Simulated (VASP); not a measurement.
# InP (F-43m) in VASP: notebook, part 2 of 2

VASP 6.6.1.

## (6) Single point, revPBE+D4 (25.29 Å³/atom)

This run uses another cell than the first one, of 25.29 Å³/atom.

INCAR

```
ALGO = Normal ; EDIFF = 1E-6
ENCUT = 520 ; GGA = RE
ISIF = 2 ; ISMEAR = 0
IVDW = 13 ; LASPH = T
LCHARG = F ; LREAL = F
LWAVE = F ; NBANDS = 16
NELM = 80 ; PREC = Accurate
SIGMA = 0.05
```

KPOINTS

```
k-points
0
Gamma
  8 8 8
```

POSCAR

```
InP
1.0
    0.0000000000      2.9352916824      2.9352916824
    2.9352916824      0.0000000000      2.9352916824
    2.9352916824      2.9352916824      0.0000000000
In P
1 1
Direct
    0.0000000000      0.0000000000      0.0000000000
    0.7500000000      0.7500000000      0.7500000000
```

Potentials or basis: VASP PAW PBE potentials, release 64 (In_d, P).

The run is started by

```
cat potpaw_PBE.64/In_d/POTCAR potpaw_PBE.64/P/POTCAR > POTCAR
mpirun -np 1 vasp_std > vasp.out
```

OUTCAR:

```text
EDIFF = 1E-6
   ENCUT = 520
   GGA = RE
   ISIF = 2
   ISMEAR = 0
   IVDW = 13
   LASPH = T
   LREAL = F
   NELM = 80
   PREC = Accurate

 ion  position               nearest neighbor table
   1  0.000  0.000  0.000-   2 2.54   2 2.54   2 2.54   2 2.54
   2  0.750  0.750  0.750-   1 2.54   1 2.54   1 2.54   1 2.54

  LATTYP: Found a face centered cubic cell.
 ALAT       =     5.8705833648

  Lattice vectors:

 A1 = (   0.0000000000,   2.9352916824,   2.9352916824)
 A2 = (   2.9352916824,   0.0000000000,   2.9352916824)
 A3 = (   2.9352916824,   2.9352916824,   0.0000000000)

Analysis of symmetry for initial positions (statically):
=====================================================================
 Subroutine PRICEL returns:
 Original cell was already a primitive cell.

 Routine SETGRP: Setting up the symmetry group for a
 face centered cubic supercell.

 Subroutine GETGRP returns: Found 24 space group operations
 (whereof 24 operations were pure point group operations)
 out of a pool of 48 trial point group operations.

The static configuration has the point symmetry T_d .

Analysis of symmetry for dynamics (positions and initial velocities):
=====================================================================
 Subroutine PRICEL returns:
 Original cell was already a primitive cell.

 Routine SETGRP: Setting up the symmetry group for a
 face centered cubic supercell.

 Subroutine GETGRP returns: Found 24 space group operations
 (whereof 24 operations were pure point group operations)
 out of a pool of 48 trial point group operations.

The dynamic configuration has the point symmetry T_d .

 Subroutine INISYM returns: Found 24 space group operations
 (whereof 24 operations are pure point group operations),
 and found     1 'primitive' translations

----------------------------------------------------------------------------------------

                                     Primitive cell

  volume of cell :      50.5806

  direct lattice vectors                    reciprocal lattice vectors
     0.000000000  2.935291682  2.935291682    -0.170340823  0.170340823  0.170340823
     2.935291682  0.000000000  2.935291682     0.170340823 -0.170340823  0.170340823
     2.935291682  2.935291682  0.000000000     0.170340823  0.170340823 -0.170340823

  length of vectors
     4.151129307  4.151129307  4.151129307     0.295038959  0.295038959  0.295038959

  position of ions in fractional coordinates (direct lattice)
     0.000000000  0.000000000  0.000000000
     0.750000000  0.750000000  0.750000000

  ion indices of the primitive-cell ions
   primitive index   ion index
                 1           1
                 2           2

----------------------------------------------------------------------------------------

 KPOINTS: k-points

Automatic generation of k-mesh.
 Grid dimensions read from file:
 generate k-points for:    8    8    8

 Generating k-lattice:

  Cartesian coordinates                     Fractional coordinates (reciprocal lattice)
    -0.021292603  0.021292603  0.021292603     0.125000000  0.000000000  0.000000000
     0.021292603 -0.021292603  0.021292603     0.000000000  0.125000000  0.000000000
     0.021292603  0.021292603 -0.021292603     0.000000000  0.000000000  0.125000000

  Length of vectors
     0.036879870  0.036879870  0.036879870

  Shift w.r.t. Gamma in fractional coordinates (k-lattice)
     0.000000000  0.000000000  0.000000000

 Subroutine IBZKPT returns following result:
 ===========================================

 Found     29 irreducible k-points:

 Following reciprocal coordinates:
            Coordinates               Weight
  0.000000  0.000000  0.000000      1.000000
  0.125000  0.000000  0.000000      8.000000
  0.250000  0.000000  0.000000      8.000000
  0.375000  0.000000  0.000000      8.000000
  0.500000  0.000000  0.000000      4.000000
  0.125000  0.125000  0.000000      6.000000
[... 16 lines left out ...]
  0.500000  0.250000  0.125000     48.000000
 -0.375000  0.250000  0.125000     24.000000
 [... further k-points ...]
   k-points           NKPTS =     29   k-points in BZ     NKDIM =     29   number of bands    NBANDS=     16
   number of dos      NEDOS =    301   number of ions     NIONS =      2
   total plane-waves  NPLWV =  32768
   dimension x,y,z NGX =    32 NGY =   32 NGZ =   32
   dimension x,y,z NGXF=    64 NGYF=   64 NGZF=   64
   ions per type =               1   1
   NGX,Y,Z   is equivalent  to a cutoff of  12.82, 12.82, 12.82 a.u.
   NGXF,Y,Z  is equivalent  to a cutoff of  25.63, 25.63, 25.63 a.u.
 SYSTEM =  unknown system
   PREC   = accura    normal or accurate (medium, high low for compatibility)
   ISTART =      0    job   : 0-new  1-cont  2-samecut
   ICHARG =      2    charge: 1-file 2-atom 10-const
   ISPIN  =      1    spin polarized calculation?
   LNONCOLLINEAR =      F non collinear calculations
   LSORBIT =      F    spin-orbit coupling
   LASPH  =      T    aspherical Exc in radial PAW
   ENCUT  =  520.0 eV  38.22 Ry    6.18 a.u.   7.72  7.72  7.72*2*pi/ulx,y,z
   NELM   =     80;   NELMIN=  2; NELMDL= -5     # of ELM steps
   EDIFF  = 0.1E-05   stopping-criterion for ELM
   LREAL  =      F    real-space projection
   EDIFFG = 0.1E-04   stopping-criterion for IOM
   NSW    =      0    number of steps for IOM
   IBRION =     -1    ionic relax: 0-MD 1-quasi-New 2-CG
   NFREE  =      0    steps in history (QN), initial steepest desc. (CG)
   ISIF   =      2    stress and relaxation
   ISYM   =      2    0-nonsym 1-usesym 2-fastsym
   POTIM  = 0.5000    time-step for ionic-motion
   TEBEG  =    0.0;   TEEND  =   0.0 temperature during run
   PSTRESS=    0.0 pullay stress
   NELECT =      18.0000    total number of electrons
   NUPDOWN=      -1.0000    fix difference up-down
   EMIN   =  10.00;   EMAX   =-10.00  energy-range for DOS
   EFERMI =   0.00;   METHOD = LEGACY
   ISMEAR =     0;   SIGMA  =   0.05  broadening in eV -4-tet -1-fermi 0-gaus
   EFERMI_NEDOS =   21; number of points for ismear=-14 and -15
   IALGO  =     38    algorithm
   IMIX   =      4    mixing-type and parameters
     AMIX     =   0.40;   BMIX     =  1.00
     AMIX_MAG =   1.60;   BMIX_MAG =  1.00
  volume/ion in A,a.u.               =      25.29       170.67
  Fermi-wavevector in a.u.,A,eV,Ry     =   1.160124  2.192316 18.311913  1.345888
  Thomas-Fermi vector in A             =   2.296710
   LORBIT       =      0    0 simple, 1 ext, 2 COOP (PROOUT), +10 PAW based schemes
   GGA     = RE    functional components
   LHFCALC =     F    Hartree Fock is set to
   AEXX    =    0.0000 exact exchange contribution
   IVDW    =    13    specifies the selected vdW correction
   LEPSILON=     F    determine dielectric tensor
   LRPA    =     F    only Hartree local field effects (RPA)
 non-spin polarized calculation
 Gauss-broadening in eV      SIGMA  =   0.05
  energy-cutoff  :      520.00
  volume of cell :       50.58
 maximum number of plane-waves:      1380
   NGX = 15   NGY = 15   NGZ = 15

 number of electron      18.0000006 magnetization

 Free energy of the ion-electron system (eV)
  ---------------------------------------------------
  ext. energy  EPLUGINS =         0.00000000
  ---------------------------------------------------
  free energy    TOTEN  =        -7.79802349 eV

  energy without entropy =       -7.79802349  energy(sigma->0) =       -7.79802349

 E-fermi :   5.4814     XC(G=0):  -9.1360

 val. band max:        5.2088523618   @ k =   0.0000   0.0000   0.0000
 cond. band min:       5.9912261887   @ k =   0.0000   0.0000   0.0000
 fundamental gap:      0.7823738268
 Fermi energy:         5.4813792438

 k-point     1 :       0.0000    0.0000    0.0000
  band No.  band energies     occupation
      1      -8.9798      2.00000
      2      -8.9798      2.00000
      3      -8.9798      2.00000
      4      -8.8315      2.00000
      5      -8.8315      2.00000
      6      -6.2515      2.00000
[... 8 lines left out ...]
     15      14.6283      0.00000
     16      14.6283      0.00000
[... 419 lines left out ...]
 k-point    24 :      -0.3750    0.2500    0.1250
  band No.  band energies     occupation
      1      -9.1093      2.00000
      2      -8.9320      2.00000
      3      -8.9127      2.00000
      4      -8.8364      2.00000
      5      -8.8186      2.00000
      6      -4.2387      2.00000
[... 8 lines left out ...]
     15      15.9688      0.00000
     16      16.5408      0.00000

 [... further k-points ...]

------------------------ aborting loop because EDIFF is reached ----------------------------------------

  DFT-D4 for vdW energy calculation

  Edisp (eV):   -1.06876

  FORCE on cell =-STRESS in cart. coord.  units (eV):
  Direction    XX          YY          ZZ          XY          YZ          ZX
  --------------------------------------------------------------------------------------
  -------------------------------------------------------------------------------------
  Total       0.10976     0.10976     0.10976    -0.00000     0.00000    -0.00000
  in kB       3.47667     3.47667     3.47667    -0.00000     0.00000    -0.00000
  external pressure =        3.48 kB  Pullay stress =        0.00 kB

 VOLUME and BASIS-vectors are now :
 -----------------------------------------------------------------------------
  energy-cutoff  :      520.00
  volume of cell :       50.58
      direct lattice vectors                 reciprocal lattice vectors
     0.000000000  2.935291682  2.935291682    -0.170340823  0.170340823  0.170340823
     2.935291682  0.000000000  2.935291682     0.170340823 -0.170340823  0.170340823
     2.935291682  2.935291682  0.000000000     0.170340823  0.170340823 -0.170340823

 POSITION                                       TOTAL-FORCE (eV/Angst)
 -----------------------------------------------------------------------------------
      0.00000      0.00000      0.00000        -0.000000     -0.000000     -0.000000
      4.40294      4.40294      4.40294         0.000000      0.000000      0.000000
 -----------------------------------------------------------------------------------
    total drift:                                0.000000      0.000000      0.000000

  FREE ENERGIE OF THE ION-ELECTRON SYSTEM (eV)
  ---------------------------------------------------
  free  energy   TOTEN  =        -8.8667804377 eV

  energy  without entropy=       -8.8667804377  energy(sigma->0) =       -8.86678044
```

OSZICAR:

```text
N       E                     dE             d eps       ncg     rms          rms(c)
DAV:   1     0.112665462673E+03    0.11267E+03   -0.84167E+03   936   0.127E+03
DAV:   2    -0.465691223941E+00   -0.11313E+03   -0.10740E+03  1056   0.299E+02
DAV:   3    -0.799186418171E+01   -0.75262E+01   -0.74923E+01  1168   0.747E+01
DAV:   4    -0.818549918081E+01   -0.19363E+00   -0.19358E+00  1192   0.133E+01
DAV:   5    -0.819603895868E+01   -0.10540E-01   -0.10539E-01  1376   0.267E+00    0.590E+00
DAV:   6    -0.781716183413E+01    0.37888E+00   -0.59477E-01  1488   0.124E+01    0.364E+00
DAV:   7    -0.779282233223E+01    0.24340E-01   -0.17291E-01  1336   0.323E+00    0.137E+00
DAV:   8    -0.779634097080E+01   -0.35186E-02   -0.17785E-02  1128   0.156E+00    0.327E-01
DAV:   9    -0.779753168127E+01   -0.11907E-02   -0.16376E-03  1168   0.387E-01    0.133E-01
DAV:  10    -0.779783193979E+01   -0.30026E-03   -0.35382E-04  1176   0.250E-01    0.798E-02
DAV:  11    -0.779802066773E+01   -0.18873E-03   -0.32946E-04  1096   0.129E-01    0.287E-02
DAV:  12    -0.779802148310E+01   -0.81537E-06   -0.11430E-05  1144   0.275E-02    0.982E-03
DAV:  13    -0.779802306643E+01   -0.15833E-05   -0.43709E-06  1168   0.101E-02    0.710E-03
DAV:  14    -0.779802349108E+01   -0.42465E-06   -0.51834E-07   960   0.650E-03
   1 F= -.88667804E+01 E0= -.88667804E+01  d E =-.207041E-16
```

Wall time 32 s (1 thread of Intel Xeon 8259CL, shared host); peak memory 0.18 GiB.

Results:

```
Free energy                : -8.8668 eV
Pressure                   : 0.3 GPa
Band gap on the k mesh     : 0.78 eV
Dispersion energy per atom : -0.534 eV
```

Caveat: the PAW data sets were made with another functional, which shifts forces and pressure a little; spin-orbit coupling is left out, which moves the levels of the heavy elements.

## (7) The runs side by side

| level | potentials or basis | cell | gap on the mesh (eV) | pressure (GPa) |
| --- | --- | --- | --- | --- |
| LDA | VASP PAW LDA potentials, release 64 (In_d, P) | a = 4.144 Å, angles 60.0°, 2 atoms | 0.51 | -1.2 |
| LDA | VASP PAW LDA potentials, release 64 (In_d, P) | a = 4.133 Å, angles 60.0°, 2 atoms | 0.55 | -0.6 |
| LDA | VASP PAW LDA potentials, release 64 (In_d, P) | a = 4.147 Å, angles 60.0°, 2 atoms | 0.50 | -1.3 |
| revPBE+D4 | VASP PAW PBE potentials, release 64 (In_d, P) | a = 4.144 Å, angles 60.0°, 2 atoms | 0.81 | 0.7 |
| revPBE+D4 | VASP PAW PBE potentials, release 64 (In_d, P) | a = 4.151 Å, angles 60.0°, 2 atoms | 0.78 | 0.3 |

Alike in all rows: task single point; no spin polarisation; k mesh 8 × 8 × 8; cutoff (eV) 520; smearing gaussian 0.05 eV.

Caveats: spin-orbit coupling is left out, which moves the levels of the heavy elements; the PAW data sets were made with another functional, which shifts forces and pressure a little (at least some runs).

Total energies depend on the potentials used, so only differences within one code and one set of settings carry meaning.

## (8) Comparison with measurements

Step 3. A measured gap of InP is 1.4236 eV (direct; 1.6 K; a printed reference work, data compilation); the calculated 0.55 eV misses it by -0.87 eV. Spin-orbit coupling on In is left out. The value is that of LDA, without temperature or zero-point motion. Semilocal functionals fall short of measured gaps as a rule.

Step 5. Measured gap of InP: 1.4236 eV (direct; 1.6 K; a printed reference work, data compilation). This calculation gives 0.81 eV (-0.61 eV). Spin-orbit coupling on In is left out. The value is that of revPBE+D4, without temperature or zero-point motion. Semilocal functionals fall short of measured gaps as a rule.

Step 6. Against the measured gap of InP, 1.4236 eV (direct; 1.6 K; a printed reference work, data compilation), the calculated 0.78 eV is off by -0.64 eV. Spin-orbit coupling on In is left out. The value is that of revPBE+D4, without temperature or zero-point motion. Semilocal functionals fall short of measured gaps as a rule.
